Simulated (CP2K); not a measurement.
**As: equation of state with r2SCAN**

Crystal: As.

```xyz
1
Lattice="2.7037 0.0000 0.0000 0.0000 2.7037 0.0000 0.0000 0.0000 2.7037" Properties=species:S:1:pos:R:3 pbc="T T T"
As    1.3518    1.3518    1.3518
```

This isn't the form of As at room conditions, which is rhombohedral.

```json
{
 "Program": "CP2K 2026.2",
 "Task": "equation of state",
 "Functional": "r2SCAN",
 "Potentials or basis": "POTENTIAL_UZH As GTH-SCAN-q5; TZVP-MOLOPT-SCAN-GTH basis",
 "Density cutoff": "9184 eV",
 "k mesh": "10 × 10 × 10",
 "Occupations": "fermi-dirac, width 0.01 eV",
 "Spin": "no spin polarisation",
 "SCF solver": "diagonalisation with k points",
 "Quickstep method": "GPW",
 "EPS_DEFAULT": "1.0E-9",
 "EPS_SCF": "1.0E-6",
 "MAX_SCF": "100",
 "SCF_GUESS": "ATOMIC",
 "k points reduced by the point group": "yes",
 "Mesh centred on Gamma": "yes",
 "CHOLESKY": "OFF",
 "EPS_EIGVAL": "1.0E-7",
 "MIXING METHOD": "BROYDEN_MIXING",
 "MIXING ALPHA": "0.4",
 "NBUFFER": "8",
 "NGRIDS": "4",
 "Basis sets": "As TZVP-MOLOPT-SCAN-GTH-q5",
 "Potentials": "As GTH-SCAN-q5 of POTENTIAL_UZH",
 "ADDED_MOS": "[8]",
 "REL_CUTOFF (Ry)": "60 Ry",
 "MIXING BETA (1/bohr)": "1.5 1/bohr",
 "CUTOFF of the grids": "675 Ry"
}
```

| Property | Result |
| --- | --- |
| Equilibrium volume | 19.45 Å³/atom |
| Bulk modulus | 89 GPa |
| Pressure derivative of the bulk modulus | 6.2 (rough: it moves with the points fitted) |

Energy against volume, from the lowest point:
```tsv
volume (Å³/atom)	energy (meV/atom)
18.578	11.95
18.973	3.33
19.368	0.00
19.764	1.39
20.159	6.69
20.554	15.13
20.949	26.92
```

All runs of the series together: 65 s on 1 thread of Arm Neoverse V2, on a shared host.

Caveat: the basis of atomic orbitals isn't converged, which shifts pressures, moduli and gaps.
